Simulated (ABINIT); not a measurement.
# PbSe (Clausthalite) (Fm-3m) in ABINIT: further runs, part 2 of 2

ABINIT 10.8.3 (patched build).

**3. Band structure, WC**

File run.abi:

```
# Datasets: ground state, then fixed potential
ndtset 2

# Pseudopotentials
pp_dirpath "./"
pseudos "Pb.GGA_PBE-JTH_sp.xml, Se.GGA_PBE-JTH.xml"

# Structure
acell 3*1.0
rprim
     0.0000000000     5.7837902633     5.7837902633
     5.7837902633     0.0000000000     5.7837902633
     5.7837902633     5.7837902633     0.0000000000
ntypat 2
znucl 82 34
natom 2
typat 1 2
xred
     0.0000000000     0.0000000000     0.0000000000
     0.5000000000     0.5000000000     0.5000000000

# Plane-wave basis
ecut 15.0
pawecutdg 30.0

# Exchange and correlation
ixc 23

# Bands and occupations
occopt 3
tsmear 0.05 eV

# SCF cycle
nstep 100

# Output
iomode 3
prtwf 0
prteig 0
prtebands 0
prtden1 1

# Dataset 1
kptopt1 1
ngkpt1 8 8 8
nshiftk1 1
shiftk1 0.0 0.0 0.0
nband1 9
tolvrs1 1.0e-9

# Dataset 2: bands along G-X-W-K-G-L-U-W-L-K
iscf2 -2
getden2 1
nband2 13
nbdbuf2 2
tolwfr2 1.0e-12
kptopt2 -9
ndivsm2 6
prteig2 1
prtvol2 -3
kptbounds2
     0.0000000000     0.0000000000     0.0000000000
     0.5000000000     0.0000000000     0.5000000000
     0.5000000000     0.2500000000     0.7500000000
     0.3750000000     0.3750000000     0.7500000000
     0.0000000000     0.0000000000     0.0000000000
     0.5000000000     0.5000000000     0.5000000000
     0.6250000000     0.2500000000     0.6250000000
     0.5000000000     0.2500000000     0.7500000000
     0.5000000000     0.5000000000     0.5000000000
     0.3750000000     0.3750000000     0.7500000000
```

Potentials or basis: JTH PAW PBE v2.0 sp.

Run with:

```sh
abinit run.abi > log 2>&1
```

It took 37 s on 1 thread of Arm Neoverse V1, shared host; peak memory 0.12 GiB.

It converged, with:

- Free energy: -363.2838 eV
- Pressure: -0.4 GPa
- Band gap on the k mesh: 0.21 eV, direct
- Band gap along the path: 0.21 eV, direct
- Valence electrons inside the program's atomic spheres: Pb 2.53; Se 3.90

Levels at the corners of the path, in eV from the valence-band top:
| point | band 3 | band 4 | band 5 | band 6 | band 7 | band 8 |
| --- | --- | --- | --- | --- | --- | --- |
| Γ | -1.81 | -1.81 | -1.81 | 4.71 | 4.71 | 4.71 |
| X | -5.01 | -3.21 | -3.21 | 3.56 | 5.61 | 5.61 |
| W | -4.25 | -4.25 | -0.77 | 1.83 | 4.94 | 4.94 |
| K | -4.61 | -2.72 | -2.41 | 3.37 | 3.98 | 5.44 |
| Γ | -1.81 | -1.81 | -1.81 | 4.71 | 4.71 | 4.71 |
| L | -1.46 | -1.46 | 0.00 | 0.21 | 1.65 | 1.65 |
| U | -4.61 | -2.72 | -2.41 | 3.37 | 3.98 | 5.44 |
| W | -4.25 | -4.25 | -0.77 | 1.83 | 4.94 | 4.94 |
| L | -1.46 | -1.46 | 0.00 | 0.21 | 1.65 | 1.65 |
| K | -4.61 | -2.72 | -2.41 | 3.37 | 3.98 | 5.44 |

Caveat: the PAW data sets were made with another functional, which shifts forces and pressure a little; spin-orbit coupling is left out, which as a rule narrows the gap of such compounds by several tenths of an eV; this set keeps more shells in the core, which shifts pressures and gaps.

**4. Band structure, SCAN**

run.abi: that of step 3 with these lines changed.

```diff
@@ -8,7 +8,7 @@
 # Structure
-acell 3*1.0
+acell 3*1.0 Angstrom
 rprim
-     0.0000000000     5.7837902633     5.7837902633
-     5.7837902633     0.0000000000     5.7837902633
-     5.7837902633     5.7837902633     0.0000000000
+     0.0000000000     3.0606500000     3.0606500000
+     3.0606500000     0.0000000000     3.0606500000
+     3.0606500000     3.0606500000     0.0000000000
 ntypat 2
@@ -22,7 +22,9 @@
 # Plane-wave basis
-ecut 15.0
-pawecutdg 30.0
+ecut 489.804952 eV
+pawecutdg 36.0
 
 # Exchange and correlation
-ixc 23
+ixc -263267
+usekden 1
+pawxcdev 0
 
@@ -30,3 +32,3 @@
 occopt 3
-tsmear 0.05 eV
+tsmear 0.00183747
 
@@ -40,3 +42,5 @@
 prtebands 0
+enunit 1
 prtden1 1
+prtkden1 1
 
@@ -48,3 +52,3 @@
 nband1 9
-tolvrs1 1.0e-9
+tolvrs1 1.0e-7
 
@@ -53,2 +57,3 @@
 getden2 1
+getkden2 1
 nband2 13
@@ -57,3 +62,3 @@
 kptopt2 -9
-ndivsm2 6
+ndivsm2 5
 prteig2 1
```

Run with:

```sh
abinit run.abi > log 2>&1
```

It took 2.4 min on 1 thread of Arm Neoverse V1, shared host; peak memory 0.15 GiB.

The run converged. Its results:

```yaml
Free_energy: 1335.5701 eV
Pressure: 1.4 GPa
Band_gap_on_the_k_mesh: 0.52 eV, direct
Band_gap_along_the_path: 0.52 eV, direct
Valence_electrons_inside_the_program's_atomic_spheres: Pb 2.54; Se 3.95
```

Levels at the corners of the path, in eV from the valence-band top:
```csv
point,band 1,band 2,band 3,band 4,band 5,band 6,band 7,band 8,band 9,band 10
Γ,-14.17,-6.54,-1.94,-1.94,-1.94,4.85,4.85,4.85,6.83,6.83
X,-12.85,-7.74,-5.11,-3.33,-3.33,4.13,5.83,5.83,6.39,9.59
W,-12.77,-8.40,-4.35,-4.35,-0.83,2.01,5.33,5.33,7.90,7.90
K,-12.81,-8.42,-4.70,-2.82,-2.47,3.67,4.15,5.79,6.18,9.78
Γ,-14.17,-6.54,-1.94,-1.94,-1.94,4.85,4.85,4.85,6.83,6.83
L,-13.06,-9.20,-1.54,-1.54,0.00,0.52,1.79,1.79,8.63,9.88
U,-12.81,-8.42,-4.70,-2.82,-2.47,3.67,4.15,5.79,6.18,9.78
W,-12.77,-8.40,-4.35,-4.35,-0.83,2.01,5.33,5.33,7.90,7.90
L,-13.06,-9.20,-1.54,-1.54,0.00,0.52,1.79,1.79,8.63,9.88
K,-12.81,-8.42,-4.70,-2.82,-2.47,3.67,4.15,5.79,6.18,9.78
```

Caveat: totals of a meta-GGA on PAW files have another zero than those of a GGA; the PAW data sets were made with another functional, which shifts forces and pressure a little; spin-orbit coupling is left out, which as a rule narrows the gap of such compounds by several tenths of an eV; this set keeps more shells in the core, which shifts pressures and gaps.

**5. The runs side by side**

| level | cutoff (eV) | fine-grid cutoff | gap on the mesh (eV) | pressure (GPa) |
| --- | --- | --- | --- | --- |
| HCTH407 | 408 | 816.342 eV | 0.69 | 4.3 |
| WC | 408 | 816.342 eV | 0.21 | -0.4 |
| SCAN | 490 | 979.61 eV | 0.52 | 1.4 |

Alike in all rows: task band structure; potentials or basis JTH PAW PBE v2.0 sp; no spin polarisation; cell as given; k mesh 8 × 8 × 8; smearing fermi-dirac 0.05 eV.

On the cell as given the gap runs from 0.21 eV (WC) to 0.69 eV (HCTH407). The pressure there spans -0.4 GPa (WC) to 4.3 GPa (HCTH407); a positive pressure means that this level wants a larger cell, a negative one a smaller.

Caveats: the PAW data sets were made with another functional, which shifts forces and pressure a little; spin-orbit coupling is left out, which as a rule narrows the gap of such compounds by several tenths of an eV; this set keeps more shells in the core, which shifts pressures and gaps; totals of a meta-GGA on PAW files have another zero than those of a GGA (some runs).

Total energies depend on the potentials used, so only differences within one code and one set of settings carry meaning.

**6. Against experiment**

Step 2. Against the measured gap of PbSe, 0.15 eV (direct; 4.2 K; a printed reference work, monograph), the calculated 0.69 eV is off by +0.54 eV. 2 values of this kind are on record (0.15 to 0.28 eV); this one was drawn at random. Spin-orbit coupling on Pb, Se is left out. The value is that of HCTH407, without temperature or zero-point motion.

Step 3. Measured gap of PbSe: 0.15 eV (direct; 4.2 K; a printed reference work, monograph). This calculation gives 0.21 eV (+0.06 eV). 2 values of this kind are on record (0.15 to 0.28 eV); this one was drawn at random. Spin-orbit coupling on Pb, Se is left out. The value is that of WC, without temperature or zero-point motion.

Step 4. Measured gap of PbSe: 0.28 eV (direct; 300 K; a printed reference work, monograph). This calculation gives 0.52 eV (+0.24 eV). 2 values of this kind are on record (0.15 to 0.28 eV); this one was drawn at random. Spin-orbit coupling on Pb, Se is left out. The value is that of SCAN, without temperature or zero-point motion.
